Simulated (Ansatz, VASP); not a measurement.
# Sc in VASP and in Ansatz

```
Sc
1.0
     3.27692    0.00000    0.00000
    -1.63846    2.83790    0.00000
     0.00000    0.00000    5.08251
Sc
2
Direct
  0.33333 0.66667 0.25000
  0.66667 0.33333 0.75000
```

Alike in both runs: functional PBEsol; k mesh 15 × 15 × 8; occupations gaussian, width 0.1 eV; no spin polarisation.

Ansatz relaxed the structure, and its values are those at the end. VASP's run is a single point on that final structure, the one shown.

```csv
,VASP,Ansatz
version,VASP 6.6.1,Ansatz 0.2.0
potentials or method,"VASP PAW PBE potentials, release 64 (Sc_sv)","scalar-relativistic, plane waves, PAW"
plane-wave cutoff (eV),520,420
valence electrons in the cell,22,22
```

|  | VASP | Ansatz | Ansatz less VASP |
| --- | --- | --- | --- |
| gap on the k mesh at the Fermi level (eV) | none | none | - |
| pressure (GPa) | 0.0 | 0.0 | -0.01 |

A gap of «none» marks a metal or a gap that the smearing closes. The functional is the same, so the differences come from potentials, cutoffs and numerics.

Caveats: the PAW data sets were made with another functional, which shifts forces and pressure a little (VASP).
